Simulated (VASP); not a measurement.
# TiTe2 (P-3m1) in VASP: a series of runs

One crystal, TiTe2, is run at these levels: PBEsol, HSE06; tasks: single point.

All numbers are computed with VASP 6.6.1; they aren't measurements. Logs are shortened: lines on timing, memory, paths and dates and some standing lists are left out, and cuts for length are marked.

## 1. Starting point

The structure is trigonal, space group P-3m1 (No. 164). Conventional cell: a = 3.777 Å, b = 3.777 Å, c = 6.498 Å, α = 90.00°, β = 90.00°, γ = 120.00°. Ti (site symmetry -3m) is surrounded by 6 Te at 2.77 Å. Te (site symmetry 3m) is surrounded by 3 Ti at 2.77 Å.

## 2. Single point, PBEsol, spin-orbit coupling, no magnetisation

INCAR reads:

```
SYSTEM = TiTe2
ALGO = Normal
EDIFF = 1E-7
ENCUT = 520
GGA = PS
GGA_COMPAT = .False.
ISIF = 2
ISMEAR = -1
KPAR = 4
LASPH = .True.
LCHARG = .False.
LMAXMIX = 4
LORBIT = 11
LREAL = .False.
LSORBIT = .True.
LWAVE = .False.
MAGMOM = 0 0 0 0 0 0 0 0 0
NELM = 80
PREC = Accurate
SIGMA = 0.05
```

KPOINTS reads:

```
k-points
0
Gamma
  9 9 5
  0 0 0
```

POSCAR reads:

```
TiTe2
1.0
    3.7770000000      0.0000000000      0.0000000000
   -1.8885000000      3.2709779501      0.0000000000
    0.0000000000      0.0000000000      6.4980000000
Ti Te
1 2
Direct
    0.0000000000      0.0000000000      0.0000000000
    0.6666666667      0.3333333333      0.2628000000
    0.3333333333      0.6666666667      0.7372000000
```

Potentials or basis: VASP PAW PBE potentials, release 64 (Ti_sv, Te).

The run is started by

```console
$ cat potpaw_PBE.64/Ti_sv/POTCAR potpaw_PBE.64/Te/POTCAR > POTCAR
$ mpirun -np 4 vasp_ncl > vasp.out
```

OUTCAR:

```text
SYSTEM = TiTe2
   EDIFF = 1E-7
   ENCUT = 520
   GGA = PS
   ISIF = 2
   ISMEAR = -1
   LASPH = .True.
   LORBIT = 11
   LREAL = .False.
   LSORBIT = .True.
   NELM = 80
   PREC = Accurate

 ion  position               nearest neighbor table
   1  0.000  0.000  0.000-   2 2.77   3 2.77   2 2.77   3 2.77   2 2.77   3 2.77
   2  0.667  0.333  0.263-   1 2.77   1 2.77   1 2.77
   3  0.333  0.667  0.737-   1 2.77   1 2.77   1 2.77

  LATTYP: Found a hexagonal cell.
 ALAT       =     3.7770000000
 C/A-ratio  =     1.7204130262

  Lattice vectors:

 A1 = (   3.7770000000,   0.0000000000,   0.0000000000)
 A2 = (  -1.8885000000,   3.2709779501,   0.0000000000)
 A3 = (   0.0000000000,   0.0000000000,   6.4980000000)

Analysis of symmetry for initial positions (statically):
=====================================================================
 Subroutine PRICEL returns:
 Original cell was already a primitive cell.

 Routine SETGRP: Setting up the symmetry group for a
 hexagonal supercell.

 Subroutine GETGRP returns: Found 12 space group operations
 (whereof 12 operations were pure point group operations)
 out of a pool of 24 trial point group operations.

The static configuration has the point symmetry D_3d.

Analysis of symmetry for dynamics (positions and initial velocities):
=====================================================================
 Subroutine PRICEL returns:
 Original cell was already a primitive cell.

 Routine SETGRP: Setting up the symmetry group for a
 hexagonal supercell.

 Subroutine GETGRP returns: Found 12 space group operations
 (whereof 12 operations were pure point group operations)
 out of a pool of 24 trial point group operations.

The dynamic configuration has the point symmetry D_3d.

Analysis of structural, dynamic, and magnetic symmetry:
=====================================================================
 Subroutine PRICEL returns:
 Original cell was already a primitive cell.

 Routine SETGRP: Setting up the symmetry group for a
 hexagonal supercell.

 Subroutine GETGRP returns: Found 12 space group operations
 (whereof 12 operations were pure point group operations)
 out of a pool of 24 trial point group operations.

The overall configuration has the point symmetry D_3d.

 Subroutine INISYM returns: Found 12 space group operations
 (whereof 12 operations are pure point group operations),
 and found     1 'primitive' translations

----------------------------------------------------------------------------------------

                                     Primitive cell

  volume of cell :      80.2794

  direct lattice vectors                    reciprocal lattice vectors
     3.777000000  0.000000000  0.000000000     0.264760392  0.152859484  0.000000000
    -1.888500000  3.270977950  0.000000000     0.000000000  0.305718967  0.000000000
     0.000000000  0.000000000  6.498000000     0.000000000  0.000000000  0.153893506

  length of vectors
     3.777000000  3.777000000  6.498000000     0.305718967  0.305718967  0.153893506

  position of ions in fractional coordinates (direct lattice)
     0.000000000  0.000000000  0.000000000
     0.666666667  0.333333333  0.262800000
     0.333333333  0.666666667  0.737200000

  ion indices of the primitive-cell ions
   primitive index   ion index
                 1           1
                 2           2
                 3           3

----------------------------------------------------------------------------------------

 KPOINTS: k-points

Automatic generation of k-mesh.
 Grid dimensions read from file:
 generate k-points for:    9    9    5

 Generating k-lattice:

  Cartesian coordinates                     Fractional coordinates (reciprocal lattice)
     0.029417821  0.016984387  0.000000000     0.111111111 -0.000000000  0.000000000
     0.000000000  0.033968774  0.000000000     0.000000000  0.111111111  0.000000000
     0.000000000  0.000000000  0.030778701     0.000000000  0.000000000  0.200000000

  Length of vectors
     0.033968774  0.033968774  0.030778701

  Shift w.r.t. Gamma in fractional coordinates (k-lattice)
     0.000000000  0.000000000  0.000000000

 Subroutine IBZKPT returns following result:
 ===========================================

 Found     50 irreducible k-points:

 Following reciprocal coordinates:
            Coordinates               Weight
  0.000000  0.000000  0.000000      1.000000
  0.111111  0.000000  0.000000      6.000000
  0.222222  0.000000  0.000000      6.000000
  0.333333  0.000000  0.000000      6.000000
  0.444444  0.000000  0.000000      6.000000
  0.111111  0.111111  0.000000      6.000000
[... 16 lines left out ...]
  0.222222  0.111111  0.200000     12.000000
 -0.111111  0.333333  0.200000     12.000000
 [... further k-points ...]
   k-points           NKPTS =     50   k-points in BZ     NKDIM =     50   number of bands    NBANDS=     32
   number of dos      NEDOS =    301   number of ions     NIONS =      3
   total plane-waves  NPLWV =  37632
   dimension x,y,z NGX =    28 NGY =   28 NGZ =   48
   dimension x,y,z NGXF=    56 NGYF=   56 NGZF=   96
   ions per type =               1   2
   NGX,Y,Z   is equivalent  to a cutoff of  12.32, 12.32, 12.28 a.u.
   NGXF,Y,Z  is equivalent  to a cutoff of  24.65, 24.65, 24.56 a.u.
 SYSTEM =  TiTe2
   PREC   = accura    normal or accurate (medium, high low for compatibility)
   ISTART =      0    job   : 0-new  1-cont  2-samecut
   ICHARG =      2    charge: 1-file 2-atom 10-const
   ISPIN  =      1    spin polarized calculation?
   LNONCOLLINEAR =      T non collinear calculations
   LSORBIT =      T    spin-orbit coupling
   LASPH  =      T    aspherical Exc in radial PAW
   ENCUT  =  520.0 eV  38.22 Ry    6.18 a.u.   7.02  7.02 12.08*2*pi/ulx,y,z
   NELM   =     80;   NELMIN=  2; NELMDL= -5     # of ELM steps
   EDIFF  = 0.1E-06   stopping-criterion for ELM
   LREAL  =      F    real-space projection
   EDIFFG = 0.1E-05   stopping-criterion for IOM
   NSW    =      0    number of steps for IOM
   IBRION =     -1    ionic relax: 0-MD 1-quasi-New 2-CG
   NFREE  =      0    steps in history (QN), initial steepest desc. (CG)
   ISIF   =      2    stress and relaxation
   ISYM   =      2    0-nonsym 1-usesym 2-fastsym
   POTIM  = 0.5000    time-step for ionic-motion
   TEBEG  =    0.0;   TEEND  =   0.0 temperature during run
   PSTRESS=    0.0 pullay stress
   NELECT =      24.0000    total number of electrons
   NUPDOWN=      -1.0000    fix difference up-down
   EMIN   =  10.00;   EMAX   =-10.00  energy-range for DOS
   EFERMI =   0.00;   METHOD = LEGACY
   ISMEAR =    -1;   SIGMA  =   0.05  broadening in eV -4-tet -1-fermi 0-gaus
   EFERMI_NEDOS =   21; number of points for ismear=-14 and -15
   IALGO  =     38    algorithm
   IMIX   =      4    mixing-type and parameters
     AMIX     =   0.40;   BMIX     =  1.00
     AMIX_MAG =   1.60;   BMIX_MAG =  1.00
  volume/ion in A,a.u.               =      26.76       180.58
  Fermi-wavevector in a.u.,A,eV,Ry     =   1.094655  2.068597 16.303438  1.198269
  Thomas-Fermi vector in A             =   2.230964
   LORBIT       =     11    0 simple, 1 ext, 2 COOP (PROOUT), +10 PAW based schemes
   GGA     = PS    functional components
   LHFCALC =     F    Hartree Fock is set to
   AEXX    =    0.0000 exact exchange contribution
   IVDW    =     0    specifies the selected vdW correction
   LEPSILON=     F    determine dielectric tensor
   LRPA    =     F    only Hartree local field effects (RPA)
  energy-cutoff  :      520.00
  volume of cell :       80.28
 maximum number of plane-waves:      4366
   NGX = 13   NGY = 13   NGZ = 25

 number of electron      24.0000000 magnetization       0.0000000      0.0000000      0.0000000

 number of electron      23.9999998 magnetization      -0.0000000     -0.0000000     -0.0000000

 number of electron      23.9999998 magnetization       0.0000000     -0.0000000     -0.0000000

 number of electron      23.9999998 magnetization       0.0000000     -0.0000000      0.0000000

 Free energy of the ion-electron system (eV)
  ---------------------------------------------------
  ext. energy  EPLUGINS =         0.00000000
  ---------------------------------------------------
  free energy    TOTEN  =       -17.73836292 eV

  energy without entropy =      -17.72565055  energy(sigma->0) =      -17.73200674

 E-fermi :   6.6973     XC(G=0): -10.0030

 val. band max:        6.6904647094   @ k =   0.1111   0.0000   0.0000
 cond. band min:       6.7088831114   @ k =   0.4444   0.0000   0.0000
 fundamental gap:      0.0184184020
 Fermi energy:         6.6973467981

 k-point     1 :       0.0000    0.0000    0.0000
  band No.  band energies     occupation
      1     -50.5436      1.00000
      2     -50.5436      1.00000
      3     -27.3228      1.00000
      4     -27.3228      1.00000
      5     -26.6878      1.00000
      6     -26.6878      1.00000
[... 829 lines left out ...]
     31       9.2753      0.00000
     32       9.2753      0.00000

 [... further k-points ...]

------------------------ aborting loop because EDIFF is reached ----------------------------------------

  FORCE on cell =-STRESS in cart. coord.  units (eV):
  Direction    XX          YY          ZZ          XY          YZ          ZX
  --------------------------------------------------------------------------------------
  -------------------------------------------------------------------------------------
  Total       -1.2281865     -1.2281865     -0.7427096      0.0000000      0.0000000      0.0000000
  in kB      -24.5115390    -24.5115390    -14.8226319      0.0000000      0.0000000      0.0000000
  external PRESSURE =     -21.2819033 kB  Pullay stress =       0.0000000 kB

 VOLUME and BASIS-vectors are now :
 -----------------------------------------------------------------------------
  energy-cutoff  :      520.00
  volume of cell :       80.28
      direct lattice vectors                 reciprocal lattice vectors
     3.777000000  0.000000000  0.000000000     0.264760392  0.152859484  0.000000000
    -1.888500000  3.270977950  0.000000000     0.000000000  0.305718967  0.000000000
     0.000000000  0.000000000  6.498000000     0.000000000  0.000000000  0.153893506

 POSITION                                       TOTAL-FORCE (eV/Angst)
 -----------------------------------------------------------------------------------
      0.00000      0.00000      0.00000         0.000000      0.000000      0.000000
      1.88850      1.09033      1.70767        -0.000000      0.000000     -0.086439
     -0.00000      2.18065      4.79033         0.000000     -0.000000      0.086439
 -----------------------------------------------------------------------------------
    total drift:                                0.000000     -0.000000     -0.000000

  FREE ENERGIE OF THE ION-ELECTRON SYSTEM (eV)
  ---------------------------------------------------
  free  energy   TOTEN  =       -17.7383629235 eV

  energy  without entropy=      -17.7256505484  energy(sigma->0) =      -17.73200674

 Spin-Orbit-Coupling matrix elements

 Ion:    1  E_soc:     -0.0145423
 l=   1
     0.0000000    -0.0018802    -0.0018558
    -0.0018802     0.0000000    -0.0018802
    -0.0018558    -0.0018802     0.0000000
 l=   2
     0.0000000    -0.0001486     0.0000000    -0.0001486    -0.0002846
    -0.0001486     0.0000000    -0.0002675    -0.0002411    -0.0001486
     0.0000000    -0.0002675     0.0000000    -0.0002675     0.0000000
    -0.0001486    -0.0002411    -0.0002675     0.0000000    -0.0001486
    -0.0002846    -0.0001486     0.0000000    -0.0001486     0.0000000
 l=   3
     0.0000000     0.0000000     0.0000000     0.0000000     0.0000000     0.0000000     0.0000000
     0.0000000     0.0000000     0.0000000     0.0000000     0.0000000     0.0000000     0.0000000
     0.0000000     0.0000000     0.0000000     0.0000000     0.0000000     0.0000000     0.0000000
     0.0000000     0.0000000     0.0000000     0.0000000     0.0000000     0.0000000     0.0000000
     0.0000000     0.0000000     0.0000000     0.0000000     0.0000000     0.0000000     0.0000000
     0.0000000     0.0000000     0.0000000     0.0000000     0.0000000     0.0000000     0.0000000
     0.0000000     0.0000000     0.0000000     0.0000000     0.0000000     0.0000000     0.0000000
[... 23 lines left out ...]
     0.0000000    -0.0354338    -0.0351308
    -0.0354338     0.0000000    -0.0354338
    -0.0351308    -0.0354338     0.0000000
 l=   2
     0.0000000    -0.0000163     0.0000000    -0.0000163    -0.0000685
    -0.0000163     0.0000000    -0.0000273     0.0000171    -0.0000163
     0.0000000    -0.0000273     0.0000000    -0.0000273     0.0000000
    -0.0000163     0.0000171    -0.0000273     0.0000000    -0.0000163
    -0.0000685    -0.0000163     0.0000000    -0.0000163     0.0000000
 l=   3
     0.0000000     0.0000000     0.0000000     0.0000000     0.0000000     0.0000000     0.0000000
     0.0000000     0.0000000     0.0000000     0.0000000     0.0000000     0.0000000     0.0000000
     0.0000000     0.0000000     0.0000000     0.0000000     0.0000000     0.0000000     0.0000000
     0.0000000     0.0000000     0.0000000     0.0000000     0.0000000     0.0000000     0.0000000
     0.0000000     0.0000000     0.0000000     0.0000000     0.0000000     0.0000000     0.0000000
     0.0000000     0.0000000     0.0000000     0.0000000     0.0000000     0.0000000     0.0000000
     0.0000000     0.0000000     0.0000000     0.0000000     0.0000000     0.0000000     0.0000000

 total charge

# of ion       s       p       d       tot
------------------------------------------
    1        2.168   6.120   1.878  10.166
    2        1.383   1.985   0.038   3.406
    3        1.383   1.985   0.038   3.406
--------------------------------------------------
tot          4.934  10.091   1.954  16.979

 magnetization (x)

# of ion       s       p       d       tot
------------------------------------------
    1        0.000   0.000   0.000   0.000
    2        0.000   0.000   0.000   0.000
    3        0.000  -0.000   0.000  -0.000
--------------------------------------------------
tot          0.000   0.000   0.000   0.000

 magnetization (y)

# of ion       s       p       d       tot
------------------------------------------
    1        0.000   0.000  -0.000  -0.000
    2        0.000   0.000   0.000   0.000
    3        0.000   0.000   0.000   0.000
--------------------------------------------------
tot          0.000   0.000  -0.000  -0.000

 magnetization (z)

# of ion       s       p       d       tot
------------------------------------------
    1       -0.000   0.000  -0.000  -0.000
    2        0.000   0.000   0.000   0.000
    3        0.000   0.000   0.000   0.000
--------------------------------------------------
tot         -0.000   0.000  -0.000  -0.000
```

It took 100 s on 4 MPI ranks of Intel Xeon Platinum 8488C (Sapphire Rapids), shared host; peak memory 0.46 GiB.

What came out:

```yaml
Free_energy: -17.7384 eV
Pressure: -2.1 GPa
Largest_force: 0.086 eV/Å
Valence_electrons_inside_the_program's_atomic_spheres: Ti 10.17; Te 3.41
```

Forces on the atoms (eV/Å):
```
Ti   0.000  0.000  0.000
Te   0.000  0.000 -0.086
Te   0.000  0.000  0.086
```

Caveat: the PAW data sets were made with another functional, which shifts forces and pressure a little; this functional lacks dispersion, which binds the layers, so the pressure and a relaxed spacing across them are unreliable.

## 3. Single point, HSE06

POSCAR is that of step 2.

INCAR.step1 reads:

```
SYSTEM = TiTe2
ALGO = Normal
EDIFF = 1E-5
ENCUT = 520
GGA = PE
ISIF = 2
ISMEAR = -1
KPAR = 4
LASPH = .True.
LCHARG = .False.
LREAL = .False.
LWAVE = .True.
NELM = 80
PREC = Accurate
SIGMA = 0.05
```

INCAR.step2 reads:

```
SYSTEM = TiTe2
ALGO = Normal
EDIFF = 1E-7
ENCUT = 520
GGA = PE
HFSCREEN = 0.2
ISIF = 2
ISMEAR = -1
ISTART = 1
KPAR = 4
LASPH = .True.
LCHARG = .False.
LHFCALC = .True.
LREAL = .False.
LWAVE = .False.
NELM = 80
PREC = Accurate
PRECFOCK = Fast
SIGMA = 0.05
```

KPOINTS reads:

```
k-points
0
Gamma
  5 5 3
  0 0 0
```

Potentials or basis: VASP PAW PBE potentials, release 64 (Ti_sv, Te).

The run is started by

```console
$ cat potpaw_PBE.64/Ti_sv/POTCAR potpaw_PBE.64/Te/POTCAR > POTCAR
$ cp INCAR.step1 INCAR
$ mpirun -np 4 vasp_std > vasp.out
$ cp INCAR.step2 INCAR
$ mpirun -np 4 vasp_std > vasp.out
```

It took 4.2 min on 4 MPI ranks of Intel Xeon Platinum 8488C (Sapphire Rapids), shared host; peak memory 0.29 GiB.

It converged, with:

- Free energy: -19.9117 eV
- Pressure: -0.7 GPa
- Largest force: 0.320 eV/Å
- Band gap on the k mesh: none (metal or under the smearing width)

Forces in eV/Å, atoms in the order of the input:
```
Ti   0.000  0.000  0.000
Te   0.000  0.000 -0.320
Te   0.000  0.000  0.320
```

Stress tensor (GPa, compression positive):
```
-0.76  0.00  0.00
 0.00 -0.76  0.00
 0.00  0.00 -0.44
```

Levels at points of the mesh, in eV from the Fermi level:
```tsv
k point	band 9	band 10	band 11	band 12	band 13	band 14	band 15	band 16
(0.00, 0.00, 0.00)	-2.43	0.25	0.54	0.54	0.63	0.87	0.87	3.32
```

Caveat: the k mesh is coarse (spacing up to 0.38 Å⁻¹), so the values aren't converged, least of all with exact exchange; the PAW data sets were made with another functional, which shifts forces and pressure a little; this functional lacks dispersion, which binds the layers, so the pressure and a relaxed spacing across them are unreliable. Spin-orbit coupling is left out, which matters for the levels of Te.
